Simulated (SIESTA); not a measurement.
## KI under changes of volume

One of the cells (44.091 Å³/atom); the others are scaled copies at fixed shape and fractional positions:

```xyz
2
Lattice="0.0000 3.5328 3.5328 3.5328 0.0000 3.5328 3.5328 3.5328 0.0000" Properties=species:S:1:pos:R:3 pbc="T T T"
I     3.5328    3.5328    3.5328
K     0.0000    0.0000    0.0000
```

```yaml
Program: SIESTA 5.4.2
Functional: LDA
Potentials_or_basis: PseudoDojo 0.4 standard (LDA files)
Basis: DZP (energy shift 0.003 Ry; two zetas on semicore shells; d shell added on K)
Grid_cutoff: 800 Ry
Energy_shift: 0.003 Ry
k_mesh: 7 × 7 × 7
Occupations: fermi-dirac, width 0.05 eV
Spin: no spin polarisation
```

| volume (Å³/atom) | energy over the lowest point (meV/atom) | pressure (GPa) | gap on the mesh (eV) |
| --- | --- | --- | --- |
| 41.445 | 0.00 | -0.5 | 3.92 |
| 42.327 | 3.80 | -0.8 | 3.86 |
| 43.209 | 8.99 | -1.1 | 3.81 |
| 44.091 | 15.41 | -1.3 | 3.76 |
| 44.973 | 22.91 | -1.4 | 3.71 |
| 45.854 | ? | ? | ? |
| 46.736 | 40.62 | -1.7 | 3.61 |

**Question.** What does the run at 45.854 Å³/atom give?

**Answer.** Energy over the lowest point 31.34 meV/atom; pressure -1.6 GPa; gap on the mesh 3.66 eV.

Worked out: A Birch-Murnaghan fit of order 3 (a polynomial in V^(-2/3)) to the other rows has no minimum within the range. It gives 31.34 meV/atom at 45.854 Å³/atom, against the run's 31.34, and -dE/dV = -1.6 GPa, against -1.6. A straight line through the other rows of the gap, of slope -2.55 eV per unit of ln V (its deformation potential), gives 3.66 eV, against the run's 3.66.

Energies are extrapolated to zero smearing.

Caveats: spin-orbit coupling is left out, which moves the levels of the heavy elements; the basis of atomic orbitals isn't converged, which shifts pressures, moduli and gaps; an odd mesh through Γ misses points on the zone boundary, where band edges often lie (some runs).
